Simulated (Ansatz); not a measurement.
Computed with Ansatz 0.2.0, DFT PBEsol, scalar-relativistic, plane waves, PAW.

Cutoff 420 eV; k points 4×6×6 on the computed 4-atom cell (Γ-centred); Gaussian smearing, width 0.02 eV; no spin polarisation.

```yaml
crystal:
  lattice:
    - [11.69349, 0.00000, 0.00000]
    - [0.00000, 3.10947, 3.11134]
    - [0.00000, -3.10947, 3.11134]
  atoms:
    - { symbol: Pb, position: [0.62458, 0.25664, 0.75664] }
    - { symbol: Pb, position: [0.37542, 0.75664, 0.25664] }
    - { symbol: S, position: [0.61368, 0.76436, 0.26436] }
    - { symbol: S, position: [0.38632, 0.26436, 0.76436] }
```

(1) Is this geometry at equilibrium? Which atom feels the largest force?

(2) Give all forces and the stress.

Spin–orbit coupling is left out, which can shift energies with elements as heavy as these. The cell holds layers, and where no dispersion correction was added their binding is poorly described.

Results:

(1) It isn't. Atom 1 (Pb) feels (-0.84, 0.00, -0.04) eV/Å, 0.843 eV/Å in size, and symmetry-related atoms feel the same size.

(2)
```csv
atom,Fx,Fy,Fz
Pb1,-0.842,0.000,-0.040
Pb2,0.842,0.000,-0.040
S3,-0.537,0.000,0.040
S4,0.537,0.000,0.040
```
Stress (GPa, compression positive):
```
-2.75  0.00  0.00
 0.00 -3.52  0.00
 0.00  0.00 -3.52
```

This form isn't the usual stable structure of the compound.